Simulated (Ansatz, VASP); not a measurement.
Ir in VASP and in Ansatz

```
CELL_PARAMETERS angstrom
0.00000 1.93533 1.93533
1.93533 0.00000 1.93533
1.93533 1.93533 0.00000
ATOMIC_POSITIONS crystal
Ir 0.00000 0.00000 0.00000
```

Alike in both runs: functional PBE; k mesh 18 × 18 × 18; occupations gaussian, width 0.1 eV; no spin polarisation.

Ansatz relaxed the structure, and its values are those at the end. VASP's run is a single point on that final structure, the one shown.

|  | VASP | Ansatz |
| --- | --- | --- |
| version | VASP 6.6.1 | Ansatz 0.2.0 |
| potentials or method | VASP PAW PBE potentials, release 64 (Ir) | scalar-relativistic, plane waves, PAW |
| plane-wave cutoff (eV) | 520 | 420 |
| valence electrons in the cell | 9 | 17 |

|  | VASP | Ansatz | Ansatz less VASP |
| --- | --- | --- | --- |
| gap on the k mesh at the Fermi level (eV) | none | none | - |
| pressure (GPa) | 0.4 | 0.0 | -0.45 |

A gap of «none» marks a metal or a gap that the smearing closes. The two sets of potentials don't hold the same shells in valence.

The runs have no spin-orbit coupling, so splittings on Ir are missing.
